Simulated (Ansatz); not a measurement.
A run of Ansatz 0.2.0:

File input.yaml:

```yaml
crystal:
  lattice:
    - [-2.82766816, -1.63255497, -2.31773161]
    - [2.82766816, -4.89766492, 0.0]
    - [-2.82766816, -1.63255497, 4.63546322]
  atoms:
    - { symbol: Ba, position: [0.01574546, 0.99510673, 0.97325899] }
    - { symbol: Ba, position: [0.98425454, 0.50489327, 0.52674101] }
    - { symbol: Ti, position: [0.50385971, 0.9895382, 0.503622] }
    - { symbol: Ti, position: [0.46814029, 0.5104618, 0.024378] }
    - { symbol: O, position: [0.53055, 0.23162339, 0.73315727] }
    - { symbol: O, position: [0.48625, 0.75827661, 0.23994273] }
    - { symbol: O, position: [0.47921711, 0.75734423, 0.73348461] }
    - { symbol: O, position: [0.53758289, 0.25275577, 0.23961539] }
    - { symbol: O, position: [0.99088784, 0.02893112, 0.47950327] }
    - { symbol: O, position: [0.04611216, 0.47106888, 0.00369673] }
hamiltonian:
  xc: pbesol
  pseudopotentials: { kind: paw }
kpoints:
  mp_grid: { grid: [7, 5, 5] }
scf:
  occupations: { method: fermi_dirac, width: 0.05 }
output:
  forces: true
  stress: true
  eigenvalues: true
relax:
  f_tol: 0.01
  max_steps: 40
  cell: { stress_tol: 0.05 }
```

Potentials or basis: Ansatz PAW.

Command:

```bash
$ ansatz run input.yaml --threads 4 --pin off --max-ram 11264MiB --backend cpu --events-out ev --progress --plain --runs-dir out
```

Hardware: 4 threads of Arm Neoverse V2 (shared host).

**Question.** How long does it take, and how much memory?

**Answer.** Wall time 2.3 min on 4 threads of Arm Neoverse V2, with other jobs on the host, peak memory 0.76 GiB. Counts: scf iterations 60, plane waves 2471, k points 88, bands 50, ion steps 9.
